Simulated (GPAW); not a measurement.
Fe:

```xyz
1
Lattice="-1.4430 1.4430 1.4430 1.4430 -1.4430 1.4430 1.4430 1.4430 -1.4430" Properties=species:S:1:pos:R:3 pbc="T T T"
Fe    0.0000    0.0000    0.0000
```

Program: GPAW 26.7.0. Alike in all runs: task band structure; potentials or basis PAW data sets generated in the run's folder for this functional, pw; spin collinear, ferromagnetic start; cell as given; k mesh 13 × 13 × 13; cutoff (eV) 600; smearing fermi-dirac 0.05 eV.

Q: Order these runs on this cell by their pressure, lowest first.
A. level PBEsol+U; U Fe d U = 1 eV
B. level PBEsol+U; U Fe d U = 8 eV
C. level PBEsol+U; U Fe d U = 3 eV
D. level PBEsol+U; U Fe d U = 4 eV
E. level PBEsol

A: E (-16.0 GPa), A (-5.7 GPa), C (6.4 GPa), D (9.2 GPa), B (33.0 GPa).

Caveats: the U is typed as a test and isn't derived for this compound (some runs); a pressure of tens of GPa on the cell as given is suspect, and the run, the potentials or the cell itself is likely at fault (some runs).
